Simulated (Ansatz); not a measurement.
# K (diamond type): a single-point run

The task is a single-point run on K (diamond type). The structure is shown as the input types it.

Program: Ansatz 0.2.0. Level of theory: DFT, PBE, all-electron PAW with datasets made for the crystal, scalar-relativistic. These are calculated values, not measurements.

1 further run of the same task is left out (it didn't finish).

## (1) The starting structure

It takes space group Fd-3m (No. 227, cubic). The conventional cell has a = 5.086 Å, b = 5.086 Å, c = 5.086 Å, α = 90.00°, β = 90.00°, γ = 90.00°. K (site symmetry -43m) is surrounded by 4 K at 2.20 Å.

Coordinates:

```cif
data_structure
_symmetry_space_group_name_H-M 'P 1'
_symmetry_Int_Tables_number 1
_cell_length_a 3.5963
_cell_length_b 3.5963
_cell_length_c 3.5963
_cell_angle_alpha 60.000
_cell_angle_beta 60.000
_cell_angle_gamma 60.000
_cell_volume 32.89
loop_
_atom_site_label
_atom_site_type_symbol
_atom_site_fract_x
_atom_site_fract_y
_atom_site_fract_z
_atom_site_occupancy
K1 K 0.87500 0.87500 0.87500 1
K2 K 0.12500 0.12500 0.12500 1
```

## (2) The calculation

File input.yaml:

```yaml
crystal:
  lattice:
    - [0.0, 2.54298853, 2.54298853]
    - [2.54298853, 0.0, 2.54298853]
    - [2.54298853, 2.54298853, 0.0]
  atoms:
    - { symbol: K, position: [-0.125, -0.125, -0.125] }
    - { symbol: K, position: [0.125, 0.125, 0.125] }
kpoints:
  mp_grid: { grid: [8, 8, 8] }
scf:
  occupations: { method: fermi_dirac, width: 0.1 }
  max_iter: 100
hamiltonian:
  xc: pbe
  pseudopotentials: { kind: all_electron, datasets: crystal }
output:
  forces: true
  stress: true
  eigenvalues: true
```

Run with:

```bash
$ ansatz run input.yaml --threads 1 --pin off --max-ram 2048MiB --backend cpu --events-out ev --progress --plain --runs-dir out
```

Q: Will this input give a usable result? If not, why, and what should change?

This run ends as converged, with warnings (crystal datasets made). It gives a pressure of 86 GPa, which is large; a structure far from rest gives such values too, whatever the setting.

Lengths in ångström are taken as bohr, or scaled as if they were, so every distance is 0.53 of its value. The shortest distance in the input is 2.20 Å, between atoms 1 (K) and 2 (K).

Remedy: give the lengths in the unit that the input reads.
